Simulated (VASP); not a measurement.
# CrO2 (Pnnm) in VASP: a series of runs

Aim: see how the results for CrO2 move with the level of theory and the settings. Levels: PBEsol, optB88-vdW. Tasks: single point, relaxation of the atoms.

Program: VASP 6.6.1. These are calculated values, not measurements. Logs are shortened: lines on timing, memory, paths and dates and some standing lists are left out, and cuts for length are marked.

**1. Starting point**

Symmetry: Pnnm, No. 58, orthorhombic system. Conventional cell: a = 4.448 Å, b = 4.529 Å, c = 2.986 Å, α = 90.00°, β = 90.00°, γ = 90.00°. Around Cr (site symmetry 2/m) lie 6 O at 1.92 to 1.95 Å. Around O (site symmetry m) lie 3 Cr at 1.92 to 1.95 Å.

The cell is a database's computed one.

**2. Single point, PBEsol, collinear spin, ferromagnetic start**

The input, INCAR:

```
SYSTEM = CrO2
PREC = Accurate
ENCUT = 520
EDIFF = 1E-6
ISMEAR = 0
SIGMA = 0.1
LREAL = .FALSE.
LASPH = .TRUE.
NELM = 120
ALGO = Normal
ISIF = 2
LWAVE = .FALSE.
LCHARG = .FALSE.
ISPIN = 2
MAGMOM = 3 3 0 0 0 0
LORBIT = 11
LMAXMIX = 4
GGA = PS
```

The input, KPOINTS:

```
regular mesh
0
G
  6 6 9
  0 0 0
```

The input, POSCAR:

```
CrO2
1.0
    4.4480510066      0.0000000000      0.0000000000
    0.0000000000      4.5292350067      0.0000000000
    0.0000000000      0.0000000000      2.9859640000
Cr O
2 4
Cartesian
    0.0000000000      0.0000000000      0.0000000000
    2.2240255033      2.2646175033      1.4929820000
    1.3031410554      1.4048917021      0.0000000000
    3.1449099512      3.1243433046      0.0000000000
    0.9208844479      3.6695092054      1.4929820000
    3.5271665587      0.8597258013      1.4929820000
```

Potentials or basis: VASP PAW PBE potentials, release 64 (Cr_pv, O).

On the command line:

```sh
cat potpaw_PBE.64/Cr_pv/POTCAR potpaw_PBE.64/O/POTCAR > POTCAR
mpirun -np 1 vasp_std > vasp.out
```

OUTCAR:

```text
SYSTEM = CrO2
   PREC = Accurate
   ENCUT = 520
   EDIFF = 1E-6
   ISMEAR = 0
   LREAL = .FALSE.
   LASPH = .TRUE.
   NELM = 120
   ISIF = 2
   ISPIN = 2
   LORBIT = 11
   GGA = PS

 ion  position               nearest neighbor table
   1  0.000  0.000  0.000-   3 1.92   4 1.92   5 1.95   6 1.95   5 1.95   6 1.95
   2  0.500  0.500  0.500-   6 1.92   5 1.92   3 1.95   3 1.95   4 1.95   4 1.95
   3  0.293  0.310  0.000-   1 1.92   2 1.95   2 1.95
   4  0.707  0.690  0.000-   1 1.92   2 1.95   2 1.95
   5  0.207  0.810  0.500-   2 1.92   1 1.95   1 1.95
   6  0.793  0.190  0.500-   2 1.92   1 1.95   1 1.95

  LATTYP: Found a simple orthorhombic cell.
 ALAT       =     2.9859640000
 B/A-ratio  =     1.4896532599
 C/A-ratio  =     1.5168417994

  Lattice vectors:

 A1 = (   0.0000000000,   0.0000000000,   2.9859640000)
 A2 = (   4.4480510066,   0.0000000000,   0.0000000000)
 A3 = (   0.0000000000,   4.5292350067,   0.0000000000)

Analysis of symmetry for initial positions (statically):
=====================================================================
 Subroutine PRICEL returns:
 Original cell was already a primitive cell.

 Routine SETGRP: Setting up the symmetry group for a
 simple orthorhombic supercell.

 Subroutine GETGRP returns: Found  8 space group operations
 (whereof  4 operations were pure point group operations)
 out of a pool of  8 trial point group operations.

The static configuration has the point symmetry C_2h.
 The point group associated with its full space group is D_2h.

Analysis of symmetry for dynamics (positions and initial velocities):
=====================================================================
 Subroutine PRICEL returns:
 Original cell was already a primitive cell.

 Routine SETGRP: Setting up the symmetry group for a
 simple orthorhombic supercell.

 Subroutine GETGRP returns: Found  8 space group operations
 (whereof  4 operations were pure point group operations)
 out of a pool of  8 trial point group operations.

The dynamic configuration has the point symmetry C_2h.
 The point group associated with its full space group is D_2h.

Analysis of structural, dynamic, and magnetic symmetry:
=====================================================================
 Subroutine PRICEL returns:
 Original cell was already a primitive cell.

 Routine SETGRP: Setting up the symmetry group for a
 simple orthorhombic supercell.

 Subroutine GETGRP returns: Found  8 space group operations
 (whereof  4 operations were pure point group operations)
 out of a pool of  8 trial point group operations.

The overall configuration has the point symmetry C_2h.
 The point group associated with its full space group is D_2h.

 Subroutine INISYM returns: Found  8 space group operations
 (whereof  4 operations are pure point group operations),
[... 140 lines left out ...]
 NGX is ok and might be reduce to    36
   NGX = 17   NGY = 17   NGZ = 11

 number of electron      47.9999989 magnetization       4.0000635

 Free energy of the ion-electron system (eV)
  ---------------------------------------------------
  ext. energy  EPLUGINS =         0.00000000
  ---------------------------------------------------
  free energy    TOTEN  =       -52.77424952 eV

  energy without entropy =      -52.76822107  energy(sigma->0) =      -52.77123529

 E-fermi :   4.8596     XC(G=0): -11.9044

 val. band max:        4.8268092856   @ k =   0.0000   0.1667   0.2222
 cond. band min:       4.8651790595   @ k =   0.5000   0.5000   0.4444
 fundamental gap:      0.0383697739
 Fermi energy:         4.8595654388

 spin component 1

 k-point     1 :       0.0000    0.0000    0.0000
  band No.  band energies     occupation
      1     -39.8906      1.00000
      2     -39.8903      1.00000
      3     -39.7709      1.00000
      4     -39.7691      1.00000
      5     -39.6931      1.00000
      6     -39.6815      1.00000
[... 805 lines left out ...]
     30       7.5653      0.00000
     31       8.1071      0.00000

 [... further k-points ...]

 spin component 2

 k-point     1 :       0.0000    0.0000    0.0000
  band No.  band energies     occupation
      1     -37.8487      1.00000
      2     -37.8478      1.00000
      3     -37.5144      1.00000
      4     -37.5116      1.00000
      5     -37.3180      1.00000
      6     -37.3042      1.00000
[... 805 lines left out ...]
     30       8.6876      0.00000
     31       9.1534      0.00000

 [... further k-points ...]
[... 5 lines left out ...]
  --------------------------------------------------------------------------------------
  -------------------------------------------------------------------------------------
  Total       -5.7962158     -5.9339427     -7.9540414      0.0000000      0.0000000      0.0000000
  in kB     -154.3746374   -158.0428117   -211.8455026      0.0000000      0.0000000      0.0000000
  external PRESSURE =    -174.7543173 kB  Pullay stress =       0.0000000 kB

 VOLUME and BASIS-vectors are now :
 -----------------------------------------------------------------------------
  energy-cutoff  :      520.00
  volume of cell :       60.16
      direct lattice vectors                 reciprocal lattice vectors
     4.448051007  0.000000000  0.000000000     0.224817566  0.000000000  0.000000000
     0.000000000  4.529235007  0.000000000     0.000000000  0.220787837  0.000000000
     0.000000000  0.000000000  2.985964000     0.000000000  0.000000000  0.334900220

 POSITION                                       TOTAL-FORCE (eV/Angst)
 -----------------------------------------------------------------------------------
      0.00000      0.00000      0.00000         0.000000     -0.000000      0.000000
      2.22403      2.26462      1.49298         0.000000     -0.000000      0.000000
      1.30314      1.40489      0.00000         0.318718      0.187296      0.000000
      3.14491      3.12434      0.00000        -0.318718     -0.187296      0.000000
      0.92088      3.66951      1.49298        -0.318718      0.187296      0.000000
      3.52717      0.85973      1.49298         0.318718     -0.187296      0.000000
 -----------------------------------------------------------------------------------
    total drift:                                0.000000      0.000000     -0.000000

  FREE ENERGIE OF THE ION-ELECTRON SYSTEM (eV)
  ---------------------------------------------------
  free  energy   TOTEN  =       -52.7742495181 eV

  energy  without entropy=      -52.7682210668  energy(sigma->0) =      -52.77123529

 total charge

# of ion       s       p       d       tot
------------------------------------------
    1        0.339   6.421   3.967  10.727
    2        0.339   6.421   3.967  10.727
    3        1.564   3.411   0.000   4.975
    4        1.564   3.411   0.000   4.975
    5        1.564   3.411   0.000   4.975
    6        1.564   3.411   0.000   4.975
--------------------------------------------------
tot          6.936  26.484   7.935  41.355

 magnetization (x)

# of ion       s       p       d       tot
------------------------------------------
    1        0.021   0.030   2.083   2.134
    2        0.021   0.030   2.083   2.134
    3       -0.003  -0.093   0.000  -0.096
    4       -0.003  -0.093   0.000  -0.096
    5       -0.003  -0.093   0.000  -0.096
    6       -0.003  -0.093   0.000  -0.096
--------------------------------------------------
tot          0.030  -0.312   4.166   3.884
```

OSZICAR:

```text
N       E                     dE             d eps       ncg     rms          rms(c)
DAV:   1     0.594762696164E+03    0.59476E+03   -0.26873E+04  9920   0.173E+03
DAV:   2    -0.565902938086E+01   -0.60042E+03   -0.56209E+03 11042   0.504E+02
DAV:   3    -0.667160254462E+02   -0.61057E+02   -0.59577E+02 11225   0.164E+02
DAV:   4    -0.682098082115E+02   -0.14938E+01   -0.14525E+01 12019   0.250E+01
DAV:   5    -0.682446272474E+02   -0.34819E-01   -0.34800E-01 12123   0.383E+00    0.393E+01
DAV:   6    -0.623248516194E+02    0.59198E+01   -0.13404E+02 11492   0.965E+01    0.437E+01
DAV:   7    -0.556562369284E+02    0.66686E+01   -0.91221E+01 11721   0.103E+02    0.183E+01
DAV:   8    -0.536056580821E+02    0.20506E+01   -0.73749E+00 10727   0.222E+01    0.878E+00
DAV:   9    -0.527501782992E+02    0.85548E+00   -0.22772E+00 12686   0.140E+01    0.265E+00
DAV:  10    -0.527794539308E+02   -0.29276E-01   -0.21565E-01 10946   0.347E+00    0.153E+00
DAV:  11    -0.527778335599E+02    0.16204E-02   -0.53136E-02 12271   0.236E+00    0.784E-01
DAV:  12    -0.527749418209E+02    0.28917E-02   -0.11922E-02 12388   0.750E-01    0.438E-01
DAV:  13    -0.527743631154E+02    0.57871E-03   -0.12896E-03 12650   0.372E-01    0.232E-01
DAV:  14    -0.527742472805E+02    0.11583E-03   -0.13818E-03 11461   0.388E-01    0.648E-02
DAV:  15    -0.527742592393E+02   -0.11959E-04   -0.12682E-04 12007   0.730E-02    0.411E-02
DAV:  16    -0.527742518844E+02    0.73548E-05   -0.18169E-05 12617   0.263E-02    0.224E-02
DAV:  17    -0.527742494168E+02    0.24677E-05   -0.79853E-06 10830   0.310E-02    0.467E-03
DAV:  18    -0.527742495181E+02   -0.10138E-06   -0.14176E-06  6760   0.948E-03
   1 F= -.52774250E+02 E0= -.52771235E+02  d E =-.602845E-02  mag=     4.0001
```

stdout:

```text
POSCAR found type information on POSCAR CrO
 POSCAR found :  2 types and       6 ions
 scaLAPACK will be used
 -----------------------------------------------------------------------------
|                                                                             |
|                                                                             |
|     You enforced a specific xc type in the INCAR file but a different       |
|     I HOPE YOU KNOW WHAT YOU ARE DOING!                                     |
|                                                                             |
 -----------------------------------------------------------------------------

 LDA part: xc-table for (Slater+PW92), standard interpolation
 POSCAR, INCAR and KPOINTS ok, starting setup
 FFT: planning ... GRIDC
 FFT: planning ... GRID_SOFT
 FFT: planning ... GRID
 WAVECAR not read
 entering main loop
```

Wall time 2.2 min (1 thread of Intel Xeon 6975P-C (Granite Rapids), shared host); peak memory 0.34 GiB.

Results:

```yaml
Free_energy: -52.7742 eV
Pressure: -17.5 GPa
Largest_force: 0.370 eV/Å
Band_gap_on_the_k_mesh: none (metal or under the smearing width)
Net_moment: 4.00 μB per cell
Site_moments: Cr +2.13; O -0.10 μB
Valence_electrons_inside_the_program's_atomic_spheres: Cr 10.73; O 4.97
```

Forces in eV/Å, atoms in the order of the input:
```
Cr   0.000  0.000  0.000
Cr   0.000  0.000  0.000
O    0.319  0.187  0.000
O   -0.319 -0.187  0.000
O   -0.319  0.187  0.000
O    0.319 -0.187  0.000
```

Stress tensor (GPa, compression positive):
```
-15.44   0.00   0.00
  0.00 -15.80   0.00
  0.00   0.00 -21.18
```

Levels at points of the mesh, in eV from the Fermi level:
Spin up:
```csv
k point,band 23,band 24,band 25,band 26,band 27,band 28,band 29,band 30
"(0.00, 0.00, 0.00)",-1.09,-1.09,-1.09,-1.03,-0.52,0.89,1.14,3.43
"(0.50, 0.00, 0.00)",-0.77,-0.77,-0.29,-0.29,0.30,0.30,3.10,3.12
"(0.00, 0.50, 0.00)",-0.77,-0.77,-0.29,-0.29,0.29,0.29,3.04,3.05
"(0.50, 0.50, 0.00)",-1.41,-1.41,-1.08,-1.08,0.85,0.85,2.47,2.47
```
Spin down:
```tsv
k point	band 19	band 20	band 21	band 22	band 23	band 24	band 25	band 26
(0.00, 0.00, 0.00)	-1.62	-1.28	-1.23	-0.84	0.92	1.00	1.17	1.22
(0.50, 0.00, 0.00)	-2.73	-2.73	-1.53	-1.53	1.57	1.57	1.77	1.77
(0.00, 0.50, 0.00)	-2.76	-2.76	-1.60	-1.60	1.55	1.55	1.78	1.78
(0.50, 0.50, 0.00)	-2.42	-2.42	-2.09	-2.09	0.98	0.98	1.22	1.22
```

Caveat: so large a pressure means that the cell lies far from this level's equilibrium, or that cutoff or potentials fall short; the potentials were made for another functional, which shifts forces and pressure; semilocal functionals often make such compounds metallic where correlation or magnetic order opens a gap, which also shifts bond lengths; only a ferromagnetic start was run, and an antiferromagnetic order may lie lower in energy.

**3. Single point, PBEsol, collinear spin, ferromagnetic start**

The input, run.py:

```python
from ase.calculators.vasp import Vasp
from ase.dft.bandgap import bandgap
from ase.io import read

atoms = read('POSCAR')
atoms.set_initial_magnetic_moments([3.0, 3.0, 0.0, 0.0, 0.0, 0.0])
calc = Vasp(
    directory='calc',
    xc='pbesol',
    pp='PBE',
    setups='recommended',
    prec='Accurate',
    encut=520,
    ediff=1e-06,
    ismear=0,
    sigma=0.1,
    lreal=False,
    lasph=True,
    nelm=150,
    algo='Fast',
    isif=2,
    lwave=False,
    lcharg=False,
    ispin=2,
    lorbit=11,
    lmaxmix=4,
    kpts=[6, 6, 9],
    gamma=True,
    nbands=37,
)
atoms.calc = calc

print('energy (eV):', atoms.get_potential_energy())
print('free energy (eV):', atoms.get_potential_energy(force_consistent=True))
print('forces (eV/A):')
print(atoms.get_forces())
print('stress (eV/A^3, Voigt):', atoms.get_stress())
print('Fermi level (eV):', calc.get_fermi_level())
print('moment (muB):', atoms.get_magnetic_moment())
print('site moments (muB):', atoms.get_magnetic_moments())
gap, top, bottom = bandgap(calc)
print('band gap (eV):', gap, 'from (spin, k, band)', top, 'to', bottom)
```

The input, POSCAR:

```
CrO2
1.0
    4.4480510066      0.0000000000      0.0000000000
    0.0000000000      4.5292350067      0.0000000000
    0.0000000000      0.0000000000      2.9859640000
Cr O
2 4
Direct
    0.0000000000      0.0000000000      0.0000000000
    0.5000000000      0.5000000000      0.5000000000
    0.2929690000      0.3101830000      0.0000000000
    0.7070310000      0.6898170000      0.0000000000
    0.2070310000      0.8101830000      0.5000000000
    0.7929690000      0.1898170000      0.5000000000
```

Potentials or basis: VASP PAW PBE potentials, release 64 (Cr_pv, O).

On the command line:

```sh
python run.py
```

The log of the run:

```text
energy (eV): -52.77123439
free energy (eV): -52.77424901
forces (eV/A):
[[ 0.         -0.          0.        ]
 [ 0.         -0.          0.        ]
 [ 0.31870446  0.18727616 -0.        ]
 [-0.31870446 -0.18727616  0.        ]
 [-0.31870446  0.18727616  0.        ]
 [ 0.31870446 -0.18727616 -0.        ]]
stress (eV/A^3, Voigt): [ 0.09651005  0.09879765  0.13234493 -0.         -0.         -0.        ]
Fermi level (eV): 4.85968296
moment (muB): 4.0000467
site moments (muB): [ 2.134  2.134 -0.096 -0.096 -0.096 -0.096]
band gap (eV): 0.0 from (spin, k, band) (None, None, None) to (None, None, None)
```

OUTCAR:

```text
ENCUT = 520.000000
   EDIFF = 1.00e-06
   GGA = PS
   PREC = Accurate
   ISIF = 2
   ISMEAR = 0
   ISPIN = 2
[... 2158 lines left out ...]
    4        1.564   3.411   0.000   4.975
    5        1.564   3.411   0.000   4.975
    6        1.564   3.411   0.000   4.975
--------------------------------------------------
tot          6.936  26.484   7.935  41.355

 magnetization (x)

# of ion       s       p       d       tot
------------------------------------------
    1        0.021   0.030   2.083   2.134
    2        0.021   0.030   2.083   2.134
    3       -0.003  -0.093   0.000  -0.096
    4       -0.003  -0.093   0.000  -0.096
    5       -0.003  -0.093   0.000  -0.096
    6       -0.003  -0.093   0.000  -0.096
--------------------------------------------------
tot          0.030  -0.312   4.166   3.884
```

INCAR:

```text
ENCUT = 520.000000
SIGMA = 0.100000
EDIFF = 1.00e-06
ALGO = Fast
GGA = PS
PREC = Accurate
ISIF = 2
ISMEAR = 0
ISPIN = 2
LMAXMIX = 4
LORBIT = 11
NBANDS = 37
NELM = 150
LASPH = .TRUE.
LCHARG = .FALSE.
LWAVE = .FALSE.
LREAL = .FALSE.
MAGMOM = 2*3.0000 4*0.0000
```

It took 2.7 min on 1 thread of Intel Xeon 6975P-C (Granite Rapids), shared host; peak memory 0.37 GiB.

What came out:

- Free energy: -52.7742 eV
- Pressure: -17.5 GPa
- Largest force: 0.370 eV/Å
- Band gap on the k mesh: none (metal or under the smearing width)
- Net moment: 4.00 μB per cell
- Site moments: Cr +2.13; O -0.10 μB
- Valence electrons inside the program's atomic spheres: Cr 10.73; O 4.97

Forces in eV/Å, atoms in the order of the input:
```
Cr   0.000  0.000  0.000
Cr   0.000  0.000  0.000
O    0.319  0.187  0.000
O   -0.319 -0.187  0.000
O   -0.319  0.187  0.000
O    0.319 -0.187  0.000
```

Stress tensor (GPa, compression positive):
```
-15.46   0.00   0.00
  0.00 -15.83   0.00
  0.00   0.00 -21.20
```

Caveat: so large a pressure means that the cell lies far from this level's equilibrium, or that cutoff or potentials fall short; the potentials were made for another functional, which shifts forces and pressure; semilocal functionals often make such compounds metallic where correlation or magnetic order opens a gap, which also shifts bond lengths; only a ferromagnetic start was run, and an antiferromagnetic order may lie lower in energy. With open d or f shells a metallic result of PBEsol can be an artefact of self-interaction; +U or a hybrid may open a gap.

[end of part 1 of 2]
